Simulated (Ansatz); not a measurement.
Crystal: Bi2Se3 (Paraguanajuatite).

```
Bi Se
1.0
     2.07150    1.19598    9.54533
    -2.07150    1.19598    9.54533
     0.00000   -2.39196    9.54533
Bi Se
2 3
Direct
  0.59920 0.59920 0.59920
  0.40080 0.40080 0.40080
  0.78830 0.78830 0.78830
  0.21170 0.21170 0.21170
  0.00000 0.00000 0.00000
```

Base run:

```yaml
Program: Ansatz 0.2.0
Functional: RPBE
Potentials_or_basis: Ansatz PAW
Cutoff: "420 eV (not typed: the program's choice for these potentials)"
k_mesh: 8 × 8 × 8
Occupations: fermi-dirac, width 0.05 eV
Spin: no spin polarisation
```

Its results: band gap on the k mesh 0.29 eV, direct; pressure 4.2 GPa; largest force 0.161 eV/Å.

Task: The run is repeated on the same cell with these changes: functional from RPBE to BLYP. What comes out?

Result: Band gap on the k mesh 0.27 eV, direct; pressure 6.3 GPa; largest force 0.305 eV/Å.

Caveats: spin-orbit coupling is left out, which as a rule narrows the gap of such compounds by several tenths of an eV; the PAW data sets come from PBE, with cores solved anew for the run's functional, which leaves a small shift of forces and pressure.
